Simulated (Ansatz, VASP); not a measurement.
## NaCl in VASP and in Ansatz

```
CELL_PARAMETERS angstrom
2.86000 0.04290 0.04290
0.04290 2.86000 0.04290
0.04290 0.04290 2.86000
ATOMIC_POSITIONS crystal
Na 0.00000 0.00000 0.00000
Cl 0.50000 0.50000 0.50000
```

Change from the starting cell: equal xy, yz and zx shear strains of +3 %, crystal datasets.

Alike in both runs: task electric field gradients; functional PBE; k mesh 8 × 8 × 8; occupations fermi-dirac, width 0.02 eV; no spin polarisation.

|  | VASP | Ansatz |
| --- | --- | --- |
| version | VASP 6.6.1 | Ansatz 0.2.0 |
| potentials or method | VASP PAW PBE potentials, release 64 (Na_pv, Cl), cutoff 520 eV | all-electron PAW with datasets made for the crystal, scalar-relativistic |

Ansatz gave:

| Item | Value |
| --- | --- |
| gap on the k mesh at the Fermi level (eV) | 4.40 |
| pressure (GPa) | 65.4 |
| largest component of the traceless stress (GPa) | 1.78 |
| Vzz of the field gradient on the site that differs most (V/Å²) | 5.3 |

Problem. What did VASP give for the same quantities?

Solution. gap on the k mesh at the Fermi level (eV): 4.44; pressure (GPa): 65.6; largest component of the traceless stress (GPa): 1.83; Vzz of the field gradient on the site that differs most (V/Å²): 6.0.

Ansatz ran all-electron here, so the differences hold the error of VASP's frozen core and of both bases.

Caveats: the cell as given lies far from equilibrium; so large a pressure means that the cell lies far from this level's equilibrium, or that cutoff or potentials fall short (VASP). A k mesh can miss the band edges.
